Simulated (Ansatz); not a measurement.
Crystal: CuO (Tenorite).

```
Cu O
1.0
     2.34465   -1.71340    0.00000
     2.34465    1.71340    0.00000
    -0.86055    0.00000    5.05944
Cu O
2 2
Direct
  0.49680 0.00320 0.50000
  0.00320 0.49680 0.00000
  0.40560 0.57140 0.75370
  0.57140 0.40560 0.25370
```

Base run:

```yaml
Program: Ansatz 0.2.0
Functional: PBEsol
Potentials_or_basis: all-electron LAPW, scalar-relativistic
Cutoff: 426 eV
Density_cutoff: 1705 eV
Basis_error_allowed: 0.002 eV/atom
k_mesh: 10 × 10 × 5
Occupations: fermi-dirac, width 0.05 eV
Spin: no spin polarisation
```

Its results: pressure -2.7 GPa; largest force 0.757 eV/Å.

Q: After a change of settings the same cell gave: pressure -9.4 GPa; largest force 0.792 eV/Å. Which change was it?
A. basis error allowed from 0.002 eV/atom to 0.001 eV/atom
B. hubbard terms from none to Cu d U = 6 eV
C. potentials or basis from all-electron LAPW, scalar-relativistic to all-electron PAW datasets made for the crystal
D. functional from PBEsol to LDA

A: D.

LDA binds more tightly than PBEsol, so the same cell stands under less pressure.

Caveats: the run has no spin polarisation, though such a crystal can be magnetic.

Not every run made on this cell is shown here.
